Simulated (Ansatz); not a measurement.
# Pt: further runs on the relaxed cell

The task, for Pt: compute bands, density of states and charges and measure the bulk modulus from energies at several volumes.

Program: Ansatz 0.2.0. Level of theory: DFT PBE, scalar-relativistic, plane waves, PAW. These are calculated values, not measurements.

2 further runs of the same task are left out: 2 set aside as unsound or not needed.

## Step 1: Starting point

Symmetry: Fm-3m, No. 225, cubic system. The conventional cell has a = 3.970 Å, b = 3.970 Å, c = 3.970 Å, α = 90.00°, β = 90.00°, γ = 90.00°. Around Pt (site symmetry m-3m) lie 12 Pt at 2.81 Å.

Structure file:

```cif
data_structure
_symmetry_space_group_name_H-M 'P 1'
_symmetry_Int_Tables_number 1
_cell_length_a 2.8073
_cell_length_b 2.8073
_cell_length_c 2.8073
_cell_angle_alpha 60.000
_cell_angle_beta 60.000
_cell_angle_gamma 60.000
_cell_volume 15.64
loop_
_atom_site_label
_atom_site_type_symbol
_atom_site_fract_x
_atom_site_fract_y
_atom_site_fract_z
_atom_site_occupancy
Pt1 Pt 0.00000 0.00000 0.00000 1
```

This cell was relaxed beforehand with the same method: volume 15.64 Å³/atom, gap on the mesh none (metal).

## Step 2: Bands, states and charges

The input, input.yaml:

```yaml
crystal:
  lattice:
    - [0.0, 1.9850569796, 1.9850569796]
    - [1.9850569796, 0.0, 1.9850569796]
    - [1.9850569796, 1.9850569796, 0.0]
  atoms:
    - { symbol: Pt, position: [0.0, 0.0, 0.0] }
basis:
  ecutwfc: 420
kpoints:
  mp_grid: { grid: [18, 18, 18] }
  band_path:
    path:
      - [[0.0, 0.0, 0.0], [0.5, 0.0, 0.5], [0.625, 0.25, 0.625]]
      - [[0.375, 0.375, 0.75], [0.0, 0.0, 0.0], [0.5, 0.5, 0.5], [0.5, 0.25, 0.75], [0.5, 0.0, 0.5]]
    npoints: 14
hamiltonian:
  xc: pbe
scf:
  occupations: { method: gaussian, width: 0.1 }
  n_extra_bands: 6
output:
  forces: true
  stress: true
  eigenvalues: true
  populations: true
  dos: { projected: true, de: 0.02, nscf_kmesh: { grid: [27, 27, 27] } }
  bader: true
```

The run is started by

```
$ ansatz run input.yaml --threads 1 --pin off --max-ram 2560MiB --backend cpu --events-out ev --progress --plain --runs-dir out
```

Output:

```text
Warning: RAYON_NUM_THREADS=1 ignored (pool sized by the plan → 1); use --threads N
scf.n_extra_bands = 6 over 9 filled bands (N_el = 18.0): the run solves 15 bands
Engine: ansatz 0.2.0, x86_64-unknown-linux-gnu
Pseudopotentials: kind: paw
Pseudopotential: Pt, paw, valence charge 18, recommended cutoff 420 eV (normal), Pt.paw.azcp
Functional definition: PBE
  parameter kappa = 0.804
  parameter beta = 0.06672455060314922
  exchange = pbe_x(kappa = kappa, mu = beta*pi^2/3)
  correlation = pbe_c(beta = beta)
Crystal: 1 atoms, lattice volume = 15.644 Å³
Basis set: ecut = 420 eV, 331 PW (Γ), exchange–correlation on 40×40×40 points (8 copies of the dense FFT grid, shifted against one another)
Bands: 15, of which v1, the nominal top of the filled ones, is band 9 counted from 1 (8 counted from 0)
Symmetry: 48 space group operations
Space group: Fm-3m (ITA 225), of the structure as read, at distance tolerance 2.5e-5 Å
k-points: 195 of 5832
Non-local potential: Pt, projectors of the file, l = 0: 3, l = 1: 2, l = 2: 2, l = 3: 1
PAW form: soft (Blöchl's): semilocal exchange-correlation on the pseudo side does not see the compensation charge
PAW one-centre angular grid: Pt, 590 points (default); XC on 64 Gauss nodes
Initial density: superposition of atomic densities (neutral atoms: chi_scale 0, normalization atom), corrected by the library's trained network
Initial wavefunctions: pseudopotential atomic-orbital guess
Functional: x = pbe(κ = 0.804, μ = 0.2195149727645171), c = pbe(β = 0.06672455060314922)
SCF iter   1: F=—  HF=-12523.016160 eV  |F-HF|=—  |Δ(HF+E_count)|=         —  Δρ=3.23e-3  dr2=2.39e-4  ethr=1.77e-3  ⟨swp⟩=5.0  Hψ=15489  notcnv=0  defer=20
preconditioner: auto → none  [metal: Δε(μ)=0.003 eV  Ē_g=17.739 eV  σ=0.100 eV  W_gap=0.02  n_scr=8 (ndim 8)  ℏωp=29.7 eV  f_vac=0.000  D(μ)=2.25/eV (n_scr^D=26)  sad-step TF]
SCF iter   2: F=—  HF=-12523.016242 eV  |F-HF|=—  |Δ(HF+E_count)|=   8.21e-5  Δρ=1.85e-3  dr2=1.20e-4  ethr=1.33e-6  ⟨swp⟩=2.6  Hψ=5979  notcnv=0  defer=23
SCF iter   3: F=—  HF=-12523.016443 eV  |F-HF|=—  |Δ(HF+E_count)|=   2.01e-4  Δρ=9.33e-4  dr2=1.35e-4  ethr=6.65e-7  ⟨swp⟩=2.2  Hψ=4109  notcnv=0  defer=23
SCF iter   4: F=—  HF=-12523.016402 eV  |F-HF|=—  |Δ(HF+E_count)|=   4.00e-5  Δρ=2.60e-4  dr2=1.03e-5  ethr=6.65e-7  ⟨swp⟩=2.5  Hψ=3729  notcnv=0  defer=23
SCF iter   5: F=—  HF=-12523.016398 eV  |F-HF|=—  |Δ(HF+E_count)|=   4.72e-6  Δρ=5.58e-5  dr2=3.64e-7  ethr=5.70e-8  ⟨swp⟩=2.4  Hψ=3638  notcnv=0  defer=23
SCF iter   6: F=-12523.016398 eV  HF=-12523.016398 eV  |F-HF|=2.18e-11  |Δ(HF+E_count)|=   6.63e-8  Δρ=9.98e-7  dr2=2.59e-11  ethr=5.56e-10  ⟨swp⟩=7.1  Hψ=12322  notcnv=0
SCF 1 converged in 6 iterations: F = -12523.016398 eV  dr2 = 2.59e-11
NSCF: frozen V_eff on 86 k-points
NSCF: frozen V_eff on 560 k-points
SCF converged after 6 iterations
Free energy (F): -12523.016398 eV
Harris-Foulkes:  -12523.016398 eV  (|F-HF|=2.18e-11)
Internal energy: -12523.005154 eV  (E = F + TS)
E sigma→0 (E₀):  -12523.010776 eV
Entropy (-TS):   -0.011244 eV (-11.244 meV/atom)
Fermi energy:    22.286757 eV
--- Per-component energies (eV) ---
  E_band       = -145.364884
  E_kinetic    = 636.996258
  E_local      = -1509.431724  (includes V_loc(G=0)·N_el)
  E_nonlocal   = 199.798278
  E_hartree    = 559.073714
  E_xc         = -261.598784
  E_vxc        = -302.598836  (∫ρ·V_xc dr)
  E_paw        = -9453.889466  (= ΣΔE_a)
  E_vpaw       = -288.276578  (= ΣTr[D̂ρ^β])
  E_aug_tail   = 0.000204  (compensation charges beyond the density's cutoff)
  E_ewald      = -2693.953634
  E_smearing   = -0.011244  (= −TS)
  E_closure    = 0.000000  (closes the sum)
  Σ components = -12523.016398   (vs F -12523.016398, Δ=0.00e0)
--- Forces (eV/Å), atoms counted from 1 ---
  atom   1  Pt    -0.00000000    -0.00000000    -0.00000000
  max |Σ_I F_I| component: 2.26e-32 eV/Å
--- Stress (GPa, compression-positive) ---
       -0.005991      -0.000000       0.000000
        0.000000      -0.005991      -0.000000
        0.000000       0.000000      -0.005991
  P = ⅓ Tr σ = -0.0060 GPa (-0.060 kbar)
--- Band table (eV; the first three rows and the last of 195) ---
  k-point 0: bands = ["-76.0912", "-30.1072", "-30.1072", "-30.1072", "12.4572", "18.7028", "18.7028", "18.7028", "20.7368", "20.7368", "36.9934", "41.7316", "41.7316", "41.7316", "46.8800"]
  k-point 1: bands = ["-76.0903", "-30.1199", "-30.1090", "-30.1090", "12.5778", "18.6506", "18.7503", "18.7503", "20.7108", "20.7108", "37.1743", "41.0675", "41.9092", "41.9092", "47.5930"]
  k-point 2: bands = ["-76.0879", "-30.1564", "-30.1143", "-30.1143", "12.9289", "18.5161", "18.8745", "18.8745", "20.6556", "20.6556", "37.6630", "39.6738", "42.4242", "42.4242", "48.2186"]
  k-point 194: bands = ["-76.0543", "-30.4022", "-30.3614", "-30.2663", "16.8751", "17.5765", "18.4265", "20.4797", "22.7455", "29.1891", "29.6787", "31.0385", "34.0139", "45.9064", "46.9389"]
--- Löwdin populations: 1 site ---
  site symbol       q [e]
     0     Pt     17.8529
  spilling = 0.008174 (of n_electrons = 18.000000)
--- Bader charges: 1 site ---
  site symbol  charge [e]  shift [e]
     0     Pt      0.0000     0.0000
  estimated error of the sums over rays = 5.4e-7 e
```

Wall time 5.8 s (1 thread of Intel Xeon 6975P-C (Granite Rapids), shared host); peak memory 0.39 GiB.

By site:

```tsv
atom	Löwdin electrons	Bader charge (e)	Bader volume (Å³)
Pt1	17.85	+0.00	15.6
```

From bands.tsv, the levels nearest the Fermi level at the path's corners, in eV from the Fermi level:

```
point  band 6  band 7  band 8  band 9  band 10  band 11
    Γ   -3.58   -3.58   -3.58   -1.55    -1.55    14.71
    X   -6.26   -0.01    0.46    0.46     1.83     8.49
    U   -5.17   -2.69   -1.24   -0.17     5.61     6.54
    K   -5.17   -2.69   -1.24   -0.17     5.61     6.54
    Γ   -3.58   -3.58   -3.58   -1.55    -1.55    14.71
    L   -3.64   -3.64   -0.34    0.03     0.03     5.57
    W   -4.31   -4.31   -1.89    0.46     6.87     8.10
    X   -6.26   -0.01    0.46    0.46     1.83     8.49
```

States per cell in windows of 1 eV, from dos.tsv and pdos.tsv (zero at the Fermi level):

```
from  to  total  Pt 6s  Pt 5d
  -8  -7   0.19   0.15   0.03
  -7  -6   0.88   0.27   0.60
  -6  -5   1.30   0.12   1.17
  -5  -4   1.35   0.04   1.29
  -4  -3   1.98   0.09   1.85
  -3  -2   1.31   0.06   1.21
  -2  -1   1.38   0.04   1.30
  -1   0   1.49   0.04   1.44
   0   1   0.76   0.06   0.67
   1   2   0.29   0.10   0.14
   2   3   0.28   0.11   0.09
   3   4   0.26   0.11   0.05
   4   5   0.23   0.10   0.03
   5   6   0.32   0.19   0.03
```

Below -8 eV lie 8 or so more states.

## Step 3: The cell scaled to 0.97 of its volume

The input, input.yaml:

```yaml
crystal:
  lattice:
    - [0.0, 1.965004528, 1.965004528]
    - [1.965004528, 0.0, 1.965004528]
    - [1.965004528, 1.965004528, 0.0]
  atoms:
    - { symbol: Pt, position: [0.0, 0.0, 0.0] }
basis:
  ecutwfc: 420
kpoints:
  mp_grid: { grid: [18, 18, 18] }
hamiltonian:
  xc: pbe
scf:
  occupations: { method: gaussian, width: 0.1 }
output:
  forces: true
  stress: true
  eigenvalues: true
```

The run is started by

```
$ ansatz run input.yaml --threads 1 --pin off --max-ram 2560MiB --backend cpu --events-out ev --progress --plain --runs-dir out
```

Output (excerpt; [...] marks lines left out):

```text
Warning: RAYON_NUM_THREADS=1 ignored (pool sized by the plan → 1); use --threads N
[...]
[... 3 set-up lines as earlier in the session ...]
[...]
Crystal: 1 atoms, lattice volume = 15.175 Å³
Basis set: ecut = 420 eV, 307 PW (Γ), exchange–correlation on 40×40×40 points (8 copies of the dense FFT grid, shifted against one another)
Bands: 13, of which v1, the nominal top of the filled ones, is band 9 counted from 1 (8 counted from 0)
[... 2 set-up lines as earlier in the session ...]
k-points: 195 of 5832
[...]
SCF iter   1: F=—  HF=-12523.004191 eV  |F-HF|=—  |Δ(HF+E_count)|=         —  Δρ=3.07e-3  dr2=2.21e-4  ethr=1.77e-3  ⟨swp⟩=5.0  Hψ=13867  notcnv=0
[...]
SCF iter   6: F=-12523.004779 eV  HF=-12523.004779 eV  |F-HF|=8.84e-10  |Δ(HF+E_count)|=   2.50e-9  Δρ=3.73e-6  dr2=1.62e-9  ethr=3.42e-10  ⟨swp⟩=2.2  Hψ=8561  notcnv=0
[...]
SCF converged after 6 iterations
Free energy (F): -12523.004779 eV
[...]
E sigma→0 (E₀):  -12522.999411 eV
Entropy (-TS):   -0.010735 eV (-10.735 meV/atom)
Fermi energy:    23.213935 eV
[...]
--- Forces (eV/Å), atoms counted from 1 ---
  atom   1  Pt     0.00000000     0.00000000     0.00000000
[...]
--- Stress (GPa, compression-positive) ---
        8.201761       0.000000       0.000000
        0.000000       8.201761       0.000000
       -0.000000       0.000000       8.201761
  P = ⅓ Tr σ = 8.2018 GPa (82.018 kbar)
--- Band table (eV; the first three rows and the last of 195) ---
  k-point 0: bands = ["-75.2757", "-29.2742", "-29.2742", "-29.2742", "13.0488", "19.4466", "19.4466", "19.4466", "21.5854", "21.5854", "37.8459", "42.7520", "42.7520"]
[...]
```

Run time: 1 s. Hardware: 1 thread of Intel Xeon 6975P-C (Granite Rapids), shared host; peak memory 0.35 GiB.

## Step 4: The cell scaled to 1.03 of its volume

Edit input.yaml of step 3 so:

```diff
@@ -2,5 +2,5 @@
   lattice:
-    - [0.0, 1.965004528, 1.965004528]
-    - [1.965004528, 0.0, 1.965004528]
-    - [1.965004528, 1.965004528, 0.0]
+    - [0.0, 2.0047122874, 2.0047122874]
+    - [2.0047122874, 0.0, 2.0047122874]
+    - [2.0047122874, 2.0047122874, 0.0]
   atoms:
```

The run is started by

```
$ ansatz run input.yaml --threads 1 --pin off --max-ram 2560MiB --backend cpu --events-out ev --progress --plain --runs-dir out
```

Output (excerpt; [...] marks lines left out):

```text
Warning: RAYON_NUM_THREADS=1 ignored (pool sized by the plan → 1); use --threads N
[...]
[... 3 set-up lines as earlier in the session ...]
[...]
Crystal: 1 atoms, lattice volume = 16.113 Å³
Basis set: ecut = 420 eV, 331 PW (Γ), exchange–correlation on 40×40×40 points (8 copies of the dense FFT grid, shifted against one another)
Bands: 13, of which v1, the nominal top of the filled ones, is band 9 counted from 1 (8 counted from 0)
[... 2 set-up lines as earlier in the session ...]
k-points: 195 of 5832
[...]
SCF iter   1: F=—  HF=-12523.005662 eV  |F-HF|=—  |Δ(HF+E_count)|=         —  Δρ=3.47e-3  dr2=3.44e-4  ethr=1.77e-3  ⟨swp⟩=5.0  Hψ=13725  notcnv=0
[...]
SCF iter   6: F=-12523.006158 eV  HF=-12523.006158 eV  |F-HF|=1.16e-10  |Δ(HF+E_count)|=   1.39e-9  Δρ=2.49e-6  dr2=3.69e-10  ethr=3.54e-10  ⟨swp⟩=2.1  Hψ=8289  notcnv=0
[...]
SCF converged after 6 iterations
Free energy (F): -12523.006158 eV
[...]
E sigma→0 (E₀):  -12523.000287 eV
Entropy (-TS):   -0.011742 eV (-11.742 meV/atom)
Fermi energy:    21.414742 eV
[...]
--- Forces (eV/Å), atoms counted from 1 ---
  atom   1  Pt    -0.00000000     0.00000000     0.00000000
[...]
--- Stress (GPa, compression-positive) ---
       -6.766287       0.000000      -0.000000
        0.000000      -6.766287      -0.000000
       -0.000000      -0.000000      -6.766287
  P = ⅓ Tr σ = -6.7663 GPa (-67.663 kbar)
--- Band table (eV; the first three rows and the last of 195) ---
  k-point 0: bands = ["-76.8585", "-30.8901", "-30.8901", "-30.8901", "11.9026", "18.0008", "18.0008", "18.0008", "19.9376", "19.9376", "36.1836", "40.7600", "40.7600"]
[...]
```

Wall time 1.1 s (1 thread of Intel Xeon 6975P-C (Granite Rapids), shared host); peak memory 0.36 GiB.

## Step 5: The cell scaled to 0.94 of its volume

Edit input.yaml of step 4 so:

```diff
@@ -2,5 +2,5 @@
   lattice:
-    - [0.0, 2.0047122874, 2.0047122874]
-    - [2.0047122874, 0.0, 2.0047122874]
-    - [2.0047122874, 2.0047122874, 0.0]
+    - [0.0, 1.9445342422, 1.9445342422]
+    - [1.9445342422, 0.0, 1.9445342422]
+    - [1.9445342422, 1.9445342422, 0.0]
   atoms:
```

The run is started by

```
$ ansatz run input.yaml --threads 1 --pin off --max-ram 2560MiB --backend cpu --events-out ev --progress --plain --runs-dir out
```

Output (excerpt; [...] marks lines left out):

```text
Warning: RAYON_NUM_THREADS=1 ignored (pool sized by the plan → 1); use --threads N
[...]
[... 3 set-up lines as earlier in the session ...]
[...]
Crystal: 1 atoms, lattice volume = 14.705 Å³
Basis set: ecut = 420 eV, 283 PW (Γ), exchange–correlation on 40×40×40 points (8 copies of the dense FFT grid, shifted against one another)
Bands: 13, of which v1, the nominal top of the filled ones, is band 9 counted from 1 (8 counted from 0)
[... 1 set-up line as earlier in the session ...]
Space group: Fm-3m (ITA 225), of the structure as read, at distance tolerance 2.4e-5 Å
k-points: 195 of 5832
[...]
SCF iter   1: F=—  HF=-12522.966220 eV  |F-HF|=—  |Δ(HF+E_count)|=         —  Δρ=2.92e-3  dr2=1.83e-4  ethr=1.77e-3  ⟨swp⟩=5.0  Hψ=13977  notcnv=0
[...]
SCF iter   6: F=-12522.966648 eV  HF=-12522.966648 eV  |F-HF|=1.03e-9  |Δ(HF+E_count)|=   2.03e-8  Δρ=4.03e-6  dr2=1.89e-9  ethr=3.51e-10  ⟨swp⟩=2.3  Hψ=8705  notcnv=0
[...]
SCF converged after 6 iterations
Free energy (F): -12522.966648 eV
[...]
E sigma→0 (E₀):  -12522.961543 eV
Entropy (-TS):   -0.010210 eV (-10.210 meV/atom)
Fermi energy:    24.201395 eV
[...]
--- Forces (eV/Å), atoms counted from 1 ---
  atom   1  Pt    -0.00000000    -0.00000000    -0.00000000
[...]
--- Stress (GPa, compression-positive) ---
       18.149143       0.000000       0.000000
        0.000000      18.149143       0.000000
        0.000000       0.000000      18.149143
  P = ⅓ Tr σ = 18.1491 GPa (181.491 kbar)
--- Band table (eV; the first three rows and the last of 195) ---
  k-point 0: bands = ["-74.4077", "-28.3863", "-28.3863", "-28.3863", "13.6809", "20.2357", "20.2357", "20.2357", "22.4878", "22.4878", "38.7448", "43.8255", "43.8255"]
[...]
```

It took 1 s on 1 thread of Intel Xeon 6975P-C (Granite Rapids), shared host; peak memory 0.35 GiB.

## Step 6: The cell scaled to 1.06 of its volume

Edit input.yaml of step 5 so:

```diff
@@ -2,5 +2,5 @@
   lattice:
-    - [0.0, 1.9445342422, 1.9445342422]
-    - [1.9445342422, 0.0, 1.9445342422]
-    - [1.9445342422, 1.9445342422, 0.0]
+    - [0.0, 2.0239895496, 2.0239895496]
+    - [2.0239895496, 0.0, 2.0239895496]
+    - [2.0239895496, 2.0239895496, 0.0]
   atoms:
```

The run is started by

```
$ ansatz run input.yaml --threads 1 --pin off --max-ram 2560MiB --backend cpu --events-out ev --progress --plain --runs-dir out
```

Output (excerpt; [...] marks lines left out):

```text
Warning: RAYON_NUM_THREADS=1 ignored (pool sized by the plan → 1); use --threads N
[...]
[... 3 set-up lines as earlier in the session ...]
[...]
Crystal: 1 atoms, lattice volume = 16.583 Å³
Basis set: ecut = 420 eV, 331 PW (Γ), exchange–correlation on 40×40×40 points (8 copies of the dense FFT grid, shifted against one another)
Bands: 13, of which v1, the nominal top of the filled ones, is band 9 counted from 1 (8 counted from 0)
[... 1 set-up line as earlier in the session ...]
Space group: Fm-3m (ITA 225), of the structure as read, at distance tolerance 2.6e-5 Å
k-points: 195 of 5832
[...]
SCF iter   1: F=—  HF=-12522.977430 eV  |F-HF|=—  |Δ(HF+E_count)|=         —  Δρ=3.73e-3  dr2=4.50e-4  ethr=1.77e-3  ⟨swp⟩=5.0  Hψ=13604  notcnv=0
[...]
SCF iter   6: F=-12522.977942 eV  HF=-12522.977942 eV  |F-HF|=4.74e-9  |Δ(HF+E_count)|=   1.26e-8  Δρ=6.95e-6  dr2=6.76e-9  ethr=2.46e-10  ⟨swp⟩=2.0  Hψ=7638  notcnv=0
[...]
SCF converged after 6 iterations
Free energy (F): -12522.977942 eV
[...]
E sigma→0 (E₀):  -12522.971820 eV
Entropy (-TS):   -0.012243 eV (-12.243 meV/atom)
Fermi energy:    20.593493 eV
[...]
--- Forces (eV/Å), atoms counted from 1 ---
  atom   1  Pt    -0.00000000     0.00000000     0.00000000
[...]
--- Stress (GPa, compression-positive) ---
      -12.315807       0.000000       0.000000
        0.000000     -12.315807       0.000000
        0.000000       0.000000     -12.315807
  P = ⅓ Tr σ = -12.3158 GPa (-123.158 kbar)
--- Band table (eV; the first three rows and the last of 195) ---
  k-point 0: bands = ["-77.5811", "-31.6267", "-31.6267", "-31.6267", "11.3815", "17.3374", "17.3374", "17.3374", "19.1839", "19.1839", "35.4132", "39.8334", "39.8334"]
[...]
```

Run time: 1.1 s. Hardware: 1 thread of Intel Xeon 6975P-C (Granite Rapids), shared host; peak memory 0.35 GiB.

## Step 7: Equation of state

```tsv
volume (Å³/atom)	energy above the lowest point (meV/atom)	pressure (GPa)	gap on the mesh (eV)
14.705	49.2	18.15	0.00
15.175	11.4	8.20	0.00
15.644	0.0	-0.01	0.00
16.113	10.5	-6.77	0.00
16.583	39.0	-12.32	0.00
```

## Step 8: Summary of results

| quantity | value |
| --- | --- |
| gap | none (metal) |
| states at the Fermi level | 2.26 per eV per cell |
| Bader charges | Pt +0.00 e |
| equilibrium volume of the fit | 15.64 Å³/atom |
| bulk modulus | 248 GPa |
| its pressure derivative | 5.5 |

In words: There is no gap at this level. Of the projected weight within 0.25 eV of the Fermi level, the largest part is Pt 5d (98 %). The fit puts the minimum at 15.64 Å³/atom with B = 248 GPa and B' = 5.5. These runs have no spin-orbit coupling; with Pt it would split and shift bands.
